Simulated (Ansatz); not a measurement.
# MgS: convergence with LAPW's basis error target

An exercise on one series of results from a longer session: the logs are not shown, and one member is left open.

Method: DFT, PBE, all-electron LAPW, scalar-relativistic, in Ansatz 0.2.0.

## The starting structure

It takes space group Fm-3m (No. 225, cubic). The conventional cell has a = 5.203 Å, b = 5.203 Å, c = 5.203 Å, α = 90.00°, β = 90.00°, γ = 90.00°. Mg (site symmetry m-3m) has 6 S at 2.60 Å as nearest neighbours. Around S (site symmetry m-3m) lie 6 Mg at 2.60 Å.

Structure file:

```
CELL_PARAMETERS angstrom
0.00000 2.60165 2.60165
2.60165 0.00000 2.60165
2.60165 2.60165 0.00000
ATOMIC_POSITIONS crystal
Mg 0.00000 0.00000 0.00000
S 0.50000 0.50000 0.50000
```

The cell comes from a crystallographic database entry that wasn't checked; take it as a given geometry, which may be far from equilibrium.

Atoms are numbered in the order of the input: Mg1, S2.

Set-up of the first run:

Contents of input.yaml:

```yaml
crystal:
  lattice:
    - [0.0, 2.60165, 2.60165]
    - [2.60165, 0.0, 2.60165]
    - [2.60165, 2.60165, 0.0]
  atoms:
    - { symbol: Mg, position: [0.0, 0.0, 0.0] }
    - { symbol: S, position: [0.5, 0.5, 0.5] }
kpoints:
  mp_grid: { grid: [10, 10, 10] }
scf:
  occupations: { method: fermi_dirac, width: 0.03 }
hamiltonian:
  xc: pbe
  pseudopotentials: { kind: all_electron, lapw: { basis_error: 0.03 } }
output:
  forces: true
  stress: true
  eigenvalues: true
```

The run is started by

```bash
> ansatz run input.yaml --threads 1 --pin off --max-ram 2048MiB --backend cpu --events-out ev --progress --plain --runs-dir out
```

Among the steps run: With basis error target 0.03 eV/atom; With basis error target 0.01 eV/atom; With basis error target 0.003 eV/atom; With basis error target 0.0001 eV/atom.

One of the session's tables, all rows but one given; the rest of the session is left out.

| basis error target (eV/atom) | pressure (GPa) |
| --- | --- |
| 0.03 | 1.22 |
| 0.01 | 1.17 |
| 0.003 | ? |
| 0.0001 | 1.15 |

Estimate the missing values for basis error target (eV/atom) = 0.003.

Worked estimate for «pressure (GPa)». A straight line through the neighbours (0.01, 1.17) and (0.0001, 1.15) gives 1.17 + (1.15 − 1.17) × (0.003 − 0.01) / (0.0001 − 0.01) = 1.16; a parabola fitted to 3 rows on both sides gives 1.16.

The run gave: pressure (GPa): 1.16. In «pressure (GPa)» the line misses by 0.00 and the parabola by 0.00.

Energies are those extrapolated to zero smearing.
